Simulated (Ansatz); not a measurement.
Zinc-blende ZnTe

The numbers are results of LDA (PAW; Ansatz, a program for electronic structure), not measurements.

Numerical settings: plane-wave cutoff 520 eV, 10×10×10 k mesh, Fermi–Dirac smearing 0.01 eV, scalar-relativistic PAW data made under PBE.

Cell (relaxed at this level):

```yaml
crystal:
  lattice:
    - [0.00000, 2.99729, 2.99729]
    - [2.99729, 0.00000, 2.99729]
    - [2.99729, 2.99729, 0.00000]
  atoms:
    - { symbol: Zn, position: [0.00000, 0.00000, 0.00000] }
    - { symbol: Te, position: [0.25000, 0.25000, 0.25000] }
```

For zinc-blende ZnTe, the bulk modulus is 55.5 GPa and the band gap is 1.28 eV. The pressure derivative B′ of the bulk modulus comes out as 4.7.

Measured, for comparison: band gap 2.43 eV (zero-point renormalisation of 40 meV (experimental, the table's column) added back here, direct; inputs from Miglio et al. (2020), arXiv:2011.12765); bulk modulus 51 ± 3 GPa (room temperature, not corrected to a static lattice; as tabulated in Determination of phase transition pressures of ZnTe under quasihydrostatic …). Computed (rounded) less measured: bulk modulus +9 %. A static lattice is as a rule a little smaller and stiffer than an uncorrected measurement, which narrows the difference in the bulk modulus and would widen misses of the other sign.

Spin–orbit coupling is not included; with these elements it can move the gap by several tenths of an eV or more.

Computed values are for the static lattice.

It cost roughly 50 core-seconds of CPU time.
